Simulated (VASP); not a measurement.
Write the native input for VASP 6.6.1 that does the following.

```yaml
Task: relaxation of the atoms
Functional: PBEsol
Potentials_or_basis: VASP PAW PBE potentials, release 64 (Zn, O)
Cutoff: 520 eV
k_mesh: 8 × 8 × 5
Occupations: gaussian, width 0.02 eV
Spin: no spin polarisation
Stress_gpa: 1
Further_INCAR_settings: ALGO = Fast; EDIFF = 1e-08; IBRION = 2; EDIFFG = -0.0005; NSW = 60
```

The structure of ZnO lies in POSCAR:

```
ZnO
1.0
    3.2564196100      0.0000000000      0.0000000000
   -1.6282098000      2.8201421100      0.0000000000
    0.0000000000      0.0000000000      5.1675365900
Zn O
2 2
Direct
    0.3333333333      0.6666666667      0.0000000000
    0.6666666667      0.3333333333      0.5000000000
    0.3333333333      0.6666666667      0.3821000000
    0.6666666667      0.3333333333      0.8821000000
```

One way to write it, as run:

INCAR

```
PREC = Accurate
ENCUT = 520
EDIFF = 1E-8
ISMEAR = 0
SIGMA = 0.02
LREAL = False
LASPH = True
NELM = 100
ALGO = Fast
ISIF = 2
LWAVE = False
LCHARG = False
GGA = PS
IBRION = 2
NSW = 60
EDIFFG = -5E-4
```

KPOINTS

```
regular mesh
0
Gamma
  8 8 5
```

Potentials or basis: VASP PAW PBE potentials, release 64 (Zn, O).

Launch:

```console
$ cat potpaw_PBE.64/Zn/POTCAR potpaw_PBE.64/O/POTCAR > POTCAR
$ mpirun -np 1 vasp_std > vasp.out
```

Results of the run:

- Energy gained by relaxing: 0.1 meV/atom
- Ionic steps: 5
- Pressure after relaxing: -0.1 GPa
- Band gap on the k mesh: 0.70 eV, direct

Caveat: the PAW data sets were made with another functional, which shifts forces and pressure a little.

It took 63 s on 1 thread of Intel(R) Xeon(R) Platinum 8488C (Sapphire Rapids), with other jobs on the host, peak memory 0.17 GiB.
